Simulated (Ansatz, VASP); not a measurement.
## One calculation of SnO2, two programs

```
Sn O
1.0
     4.45866    0.00000    0.00000
     0.00000    4.40199    0.00000
     0.00000    0.00000    3.07743
Sn O
2 4
Direct
  0.50000 0.50000 0.50000
  0.00000 0.00000 0.00000
  0.35819 0.25427 0.00000
  0.85819 0.24573 0.50000
  0.14181 0.75427 0.50000
  0.64181 0.74573 0.00000
```

Alike in both runs: task single point; functional LDA; k mesh 6 × 6 × 10; occupations gaussian, width 0.02 eV; no spin polarisation.

```csv
,VASP,Ansatz
version,VASP 6.6.1,Ansatz 0.2.0
potentials or method,"VASP PAW LDA potentials, release 64 (Sn_d, O)","scalar-relativistic, plane waves, PAW"
plane-wave cutoff (eV),520,420
valence electrons in the cell,52,52
```

Ansatz gave:

| Quantity | Value |
| --- | --- |
| gap on the k mesh at the Fermi level (eV) | 3.15 |
| least direct gap on the mesh (eV) | 3.30 |
| rms of the force components (eV/Å) | 0.000 |

**Question.** Estimate VASP's values.

**Answer.** gap on the k mesh at the Fermi level (eV): 3.19; least direct gap on the mesh (eV): 3.33; rms of the force components (eV/Å): 0.016.

Atom by atom the forces differ by 0.016 eV/Å (rms over components).

Caveats: spin-orbit coupling is left out, which moves the levels of the heavy elements. As with any semilocal functional, this LDA gap is likely too small. A k mesh can miss the band edges.
